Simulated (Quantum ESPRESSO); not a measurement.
# WC (Fm-3m) in Quantum ESPRESSO: a series of runs, part 3 of 3

Quantum ESPRESSO 7.5. Earlier steps stand in the parts before.

**5. Single point, PBEsol**

Contents of scf.in:

```
&CONTROL
  calculation = 'scf'
  prefix = 'pwscf'
  outdir = './tmp'
  pseudo_dir = './pseudo'
/
&SYSTEM
  ibrav = 0
  nat = 2
  ntyp = 2
  ecutwfc = 82
  nbnd = 15
  occupations = 'smearing'
  smearing = 'fd'
  degauss = 0.00367493
  force_symmorphic = .true.
/
&ELECTRONS
  conv_thr = 4d-10
  electron_maxstep = 120
  mixing_beta = 0.5
/
ATOMIC_SPECIES
W    183.8400 W.upf
C     12.0110 C.upf
CELL_PARAMETERS angstrom
   0.0000000000    2.1926840000    2.1926840000
   2.1926840000    0.0000000000    2.1926840000
   2.1926840000    2.1926840000    0.0000000000
ATOMIC_POSITIONS crystal
W      0.0000000000    0.0000000000    0.0000000000
C      0.5000000000    0.5000000000    0.5000000000
K_POINTS automatic
10 10 10 0 0 0
```

Contents of nscf.in:

```
&CONTROL
  calculation = 'nscf'
  prefix = 'pwscf'
  outdir = './tmp'
  pseudo_dir = './pseudo'
/
&SYSTEM
  ibrav = 0
  nat = 2
  ntyp = 2
  ecutwfc = 82
  nbnd = 109
  occupations = 'smearing'
  smearing = 'fd'
  degauss = 0.00367493
  force_symmorphic = .true.
/
&ELECTRONS
  conv_thr = 1d-08
  diago_full_acc = .true.
  diago_thr_init = 1d-06
/
ATOMIC_SPECIES
W    183.8400 W.upf
C     12.0110 C.upf
CELL_PARAMETERS angstrom
   0.0000000000    2.1926840000    2.1926840000
   2.1926840000    0.0000000000    2.1926840000
   2.1926840000    2.1926840000    0.0000000000
ATOMIC_POSITIONS crystal
W      0.0000000000    0.0000000000    0.0000000000
C      0.5000000000    0.5000000000    0.5000000000
K_POINTS automatic
4 4 4 0 0 0
```

Potentials or basis: PseudoDojo 0.4.1 SR PBEsol standard.

Launch:

```
$ OMP_NUM_THREADS=1 pw.x -in scf.in > scf.out
$ OMP_NUM_THREADS=1 pw.x -in nscf.in > nscf.out
```

scf.out:

```text
This program is part of the open-source Quantum ESPRESSO suite
     for quantum simulation of materials; please cite
[... 9 lines left out ...]
     --------------------
     sticks:   dense  smooth     PW     G-vecs:    dense   smooth      PW
     Sum         769     769    241                14211    14211    2421

     Using Slab Decomposition

     bravais-lattice index     =            0
     lattice parameter (alat)  =       5.8599  a.u.
     unit-cell volume          =     142.2836 (a.u.)^3
     number of atoms/cell      =            2
     number of atomic types    =            2
     number of electrons       =        18.00
     number of Kohn-Sham states=           15
     kinetic-energy cutoff     =      82.0000  Ry
     charge density cutoff     =     328.0000  Ry
     scf convergence threshold =      4.0E-10
     mixing beta               =       0.5000
     number of iterations used =            8  plain     mixing
     Exchange-correlation= PBESOL
                           (   1   4  10   8   0   0   0)

     celldm(1)=   5.859896  celldm(2)=   0.000000  celldm(3)=   0.000000
     celldm(4)=   0.000000  celldm(5)=   0.000000  celldm(6)=   0.000000

     crystal axes: (cart. coord. in units of alat)
               a(1) = (   0.000000   0.707107   0.707107 )
               a(2) = (   0.707107   0.000000   0.707107 )
               a(3) = (   0.707107   0.707107   0.000000 )

     reciprocal axes: (cart. coord. in units 2 pi/alat)
               b(1) = ( -0.707107  0.707107  0.707107 )
               b(2) = (  0.707107 -0.707107  0.707107 )
               b(3) = (  0.707107  0.707107 -0.707107 )

     PseudoPot. # 1 for W  read from file:
     W.upf
     Pseudo is Norm-conserving + core correction, Zval = 14.0
     Generated using ONCVPSP code by D. R. Hamann
     Using radial grid of 1396 points,  8 beta functions with:
                l(1) =   0
                l(2) =   0
                l(3) =   1
                l(4) =   1
                l(5) =   2
                l(6) =   2
                l(7) =   3
                l(8) =   3

     PseudoPot. # 2 for C  read from file:
     C.upf
     Pseudo is Norm-conserving + core correction, Zval =  4.0
     Generated using ONCVPSP code by D. R. Hamann
     Using radial grid of 1248 points,  4 beta functions with:
                l(1) =   0
                l(2) =   0
                l(3) =   1
                l(4) =   1

     atomic species   valence    mass     pseudopotential
     W                14.00   183.84000     W ( 1.00)
     C                 4.00    12.01100     C ( 1.00)

     48 Sym. Ops., with inversion, found

   Cartesian axes

     site n.     atom                  positions (alat units)
         1        W      tau(   1) = (   0.0000000   0.0000000   0.0000000  )
         2        C      tau(   2) = (   0.7071068   0.7071068   0.7071068  )

     number of k points=    47  Fermi-Dirac smearing, width (Ry)=  0.0037
                       cart. coord. in units 2pi/alat
        k(    1) = (   0.0000000   0.0000000   0.0000000), wk =   0.0020000
        k(    2) = (   0.0707107   0.0707107  -0.0707107), wk =   0.0160000
        k(    3) = (   0.1414214   0.1414214  -0.1414214), wk =   0.0160000
        k(    4) = (   0.2121320   0.2121320  -0.2121320), wk =   0.0160000
        k(    5) = (   0.2828427   0.2828427  -0.2828427), wk =   0.0160000
        k(    6) = (  -0.3535534  -0.3535534   0.3535534), wk =   0.0080000
[... 39 lines left out ...]
        k(   46) = (  -0.0707107  -0.3535534   0.6363961), wk =   0.0480000
        k(   47) = (  -0.7071068   0.2828427   0.0000000), wk =   0.0240000

     Dense  grid:    14211 G-vectors     FFT dimensions: (  36,  36,  36)

     Initial potential from superposition of free atoms

     starting charge      17.9995, renormalised to      18.0000
     Starting wfcs are   14 randomized atomic wfcs +    1 random wfcs

     Self-consistent Calculation

     iteration #  1     ecut=    82.00 Ry     beta= 0.50
     Davidson diagonalization with overlap
     ethr =  1.00E-02,  avg # of iterations =  4.7

     total energy              =    -163.43341981 Ry
     estimated scf accuracy    <       0.52055790 Ry
[... 64 lines left out ...]
     iteration # 11     ecut=    82.00 Ry     beta= 0.50
     Davidson diagonalization with overlap
     ethr =  1.78E-11,  avg # of iterations =  2.0

     End of self-consistent calculation

          k = 0.0000 0.0000 0.0000 (  1807 PWs)   bands (ev):

   -53.8131 -17.8028 -17.8028 -17.8028   5.7880  18.8225  18.8225  18.8225
    20.5489  20.5489  20.5489  20.6130  20.6130  28.0370  31.1952

          k = 0.0707 0.0707-0.0707 (  1798 PWs)   bands (ev):
[... 141 lines left out ...]
   -53.7643 -18.2733 -18.1017 -17.9792   8.5751  15.0736  15.7485  17.2338
    19.4356  23.3044  24.0566  25.3634  26.6763  30.5825  33.1583

          k =-0.7071 0.0000 0.0000 (  1772 PWs)   bands (ev):

   -53.7638 -18.3324 -18.0124 -18.0124   8.0375  15.7978  15.9902  19.1026
    19.1026  22.4320  23.8558  23.8558  26.9943  28.8369  33.3654

          k = 0.2828 0.1414 0.0000 (  1790 PWs)   bands (ev):

   -53.7930 -18.0630 -17.8997 -17.8448   7.4195  15.0654  16.7032  16.9529
    19.2685  21.5292  22.8192  23.5966  26.8513  30.8487  34.3436

          k = 0.3536 0.2121-0.0707 (  1787 PWs)   bands (ev):
[... 51 lines left out ...]
   -53.7654 -18.1967 -18.1754 -17.9635   9.0855  14.2785  15.5605  16.1107
    20.9395  22.5010  24.0558  25.9323  27.1344  32.5853  33.4145

          k =-0.7071 0.1414 0.0000 (  1786 PWs)   bands (ev):

   -53.7638 -18.3024 -18.0436 -18.0146   8.3095  15.6381  15.8554  17.4008
    19.7678  23.6637  23.7690  23.8590  26.9118  29.8725  33.2960

          k =-0.1414-0.4243 0.7071 (  1799 PWs)   bands (ev):
[... 6 lines left out ...]
   -53.7650 -18.2093 -18.1455 -17.9897   9.0696  14.5049  15.5185  15.9022
    21.8043  21.9792  23.8800  25.7796  26.7802  33.2411  33.4042

          k =-0.7071 0.2828 0.0000 (  1770 PWs)   bands (ev):

   -53.7638 -18.2233 -18.1245 -18.0180   8.8455  15.4933  15.5526  15.6022
    21.2616  22.7921  23.8643  24.8671  26.5825  32.5963  33.7192

     the Fermi energy is    21.6299 ev

!    total energy              =    -163.64170067 Ry
     estimated scf accuracy    <          4.6E-11 Ry
     smearing contrib. (-TS)   =      -0.00047207 Ry
     internal energy E=F+TS    =    -163.64122861 Ry

     The total energy is F=E-TS. E is the sum of the following terms:
     one-electron contribution =     -11.56596509 Ry
     hartree contribution      =      17.15312018 Ry
     xc contribution           =     -37.21175891 Ry
     ewald contribution        =    -132.01662479 Ry

     convergence has been achieved in  11 iterations

=------------------------------------------------------------------------------=
   JOB DONE.
=------------------------------------------------------------------------------=
```

nscf.out:

```text
This program is part of the open-source Quantum ESPRESSO suite
     for quantum simulation of materials; please cite
         "P. Giannozzi et al., J. Phys.:Condens. Matter 21 395502 (2009);
         "P. Giannozzi et al., J. Phys.:Condens. Matter 29 465901 (2017);
         "P. Giannozzi et al., J. Chem. Phys. 152 154105 (2020);
     in publications or presentations arising from this work. More details at
[... 231 lines left out ...]
   148.2403 151.1330 151.1330 153.0457 153.2153 153.5291 153.7555 153.7555
   155.7508 158.0536 164.1749 164.1749 166.4547

     the Fermi energy is    21.2049 ev
     (compare with:    21.6299 eV, computed in scf)

=------------------------------------------------------------------------------=
   JOB DONE.
=------------------------------------------------------------------------------=
```

Wall time 27 s (1 thread of Intel Xeon Platinum 8488C (Sapphire Rapids), shared host); peak memory 0.06 GiB.

Results:

* Band gap on the k mesh, mean-field level: none (metal or under the smearing width)

Levels at points of the mesh, in eV from the Fermi level:
```csv
k point,band 6,band 7,band 8,band 9,band 10,band 11,band 12,band 13
"(0.00, 0.00, 0.00)",-2.38,-2.38,-2.38,-0.66,-0.66,-0.66,-0.59,-0.59
"(0.00, 0.00, -0.50)",-9.44,-6.21,-6.21,1.42,1.42,2.69,5.28,9.17
"(0.00, -0.50, -0.50)",-5.41,-5.21,-2.10,-2.10,1.23,2.65,2.65,5.79
```

Caveat: the k mesh is coarse (spacing up to 0.62 Å⁻¹), so the values aren't converged. Spin-orbit coupling is left out, which matters for the levels of W.

**6. Overview**

| potentials or basis | spin | k mesh | k mesh of the self-consistent run | mesh quality | gap on the mesh (eV) |
| --- | --- | --- | --- | --- | --- |
| PseudoDojo 0.4.1 SR PBEsol standard | off | 4 × 4 × 4 | 10 × 10 × 10 | coarse | none |
| PseudoDojo 0.4 FR PBEsol standard | non-collinear, zero start, SOC | 4 × 4 × 4 | 10 × 10 × 10 | coarse | none |
| PseudoDojo 0.4.1 SR PBEsol standard | off | 20 × 20 × 20 | 20 × 20 × 20 | not flagged | none |

Alike in all rows: task single point; level PBEsol; cell as given; cutoff (eV) 1116; smearing fermi-dirac 0.05 eV.

Caveats: some runs use coarse meshes.

Absolute energies hang on the potentials; compare differences alone.
